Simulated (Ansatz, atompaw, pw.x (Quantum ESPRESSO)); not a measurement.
## pw.x on sc W: one setting changed

Potential: PAW, atompaw 4.2.0.5, PBE; core [Kr] 4d10 4f14, reference 5s2 5p6 5d4 6s2 6p0; waves: 5s (bound): rc 1.56 bohr; 6s (bound): rc 2.66 bohr; 5p (bound): rc 1.52 bohr; 6p (bound, empty): rc 2.66 bohr; 5d (bound): rc 2.66 bohr; 5d channel at 0.9 Ry: rc 2.66 bohr; 5f channel at 0.15 Ry: rc 2.18 bohr; local part: bessel scheme, radius 1.80 bohr; core correction: smooth core density matched at 2.46 bohr; augmentation: sinc compensation charge, radius 2.62 bohr; PAW radius 2.66 bohr; waves and projectors: custom rrkj gramschmidtortho.

The reference run (k-mesh 12³, cutoffs 75/750 Ry, Fermi–Dirac 0.01 Ry, mixing_beta 0.4, conv_thr 1e-9, no spin) gives -2.87 GPa at 18.539 Å³/atom, where all-electron LAPW gives -2.09 GPa. This run, with its own iteration cap, changes smearing to gauss.

```
&control
  calculation='scf', prefix='x', pseudo_dir='./', outdir='./tmp', tstress=.true., disk_io='none'
/
&system
  ibrav=0, nat=1, ntyp=1, ecutwfc=75, ecutrho=750, nbnd=15,
  occupations='smearing', smearing='gauss', degauss=0.01
/
&electrons
  conv_thr=1e-09, mixing_beta=0.4, electron_maxstep=60
/
ATOMIC_SPECIES
W 1.0 W.UPF
CELL_PARAMETERS angstrom
  2.64664343 0.00000000 0.00000000
  0.00000000 2.64664343 0.00000000
  0.00000000 0.00000000 2.64664343
ATOMIC_POSITIONS crystal
W 0.0000 0.0000 0.0000
K_POINTS automatic
12 12 12 0 0 0
```

```bash
pw.x < W.scf.in > W.scf.out
```

Problem. How does the run end?

Solution. It converges in 8 iterations; the free energy moves by +15.5 meV/atom and the pressure by -0.18 GPa. Gaussian smearing of the same width is narrower in effect than Fermi–Dirac, so its quadratic term in F is smaller.

```
Message from routine setup:
     using ibrav=0 with symmetry is DISCOURAGED, use correct ibrav instead
     lattice parameter (alat)  =       5.0014  a.u.
     unit-cell volume          =     125.1074 (a.u.)^3
     number of electrons       =        14.00
     number of Kohn-Sham states=           15
     kinetic-energy cutoff     =      75.0000  Ry
     charge density cutoff     =     750.0000  Ry
     scf convergence threshold =      1.0E-09
     Exchange-correlation= SLA PW PBX PBC
     number of k points=    84  Gaussian smearing, width (Ry)=  0.0100
     iteration #  1     ecut=    75.00 Ry     beta= 0.40
     total energy              =    -760.15151991 Ry
     estimated scf accuracy    <       0.03334969 Ry
     iteration #  2     ecut=    75.00 Ry     beta= 0.40
     total energy              =    -760.15534179 Ry
     estimated scf accuracy    <       0.00479117 Ry
     iteration #  3     ecut=    75.00 Ry     beta= 0.40
     total energy              =    -760.15772159 Ry
     estimated scf accuracy    <       0.00150648 Ry
     iteration #  4     ecut=    75.00 Ry     beta= 0.40
     total energy              =    -760.15767785 Ry
     estimated scf accuracy    <       0.00015368 Ry
     iteration #  5     ecut=    75.00 Ry     beta= 0.40
     total energy              =    -760.15776931 Ry
     estimated scf accuracy    <       0.00000230 Ry
     iteration #  6     ecut=    75.00 Ry     beta= 0.40
     total energy              =    -760.15777185 Ry
     estimated scf accuracy    <       0.00000036 Ry
     iteration #  7     ecut=    75.00 Ry     beta= 0.40
     total energy              =    -760.15777189 Ry
     estimated scf accuracy    <       0.00000007 Ry
     iteration #  8     ecut=    75.00 Ry     beta= 0.40
     the Fermi energy is    16.9319 ev
!    total energy              =    -760.15777193 Ry
     estimated scf accuracy    <          4.8E-10 Ry
     smearing contrib. (-TS)   =      -0.00051734 Ry
     convergence has been achieved in   8 iterations
          total   stress  (Ry/bohr**3)                   (kbar)     P=      -30.55
     Message from routine punch:
     Nothing written, as per user request (disk_io='none')
```

The run took about 26 s on one core of a shared host (Intel(R) Xeon(R) 6975P-C, 192 threads, 378 GiB, load 79).
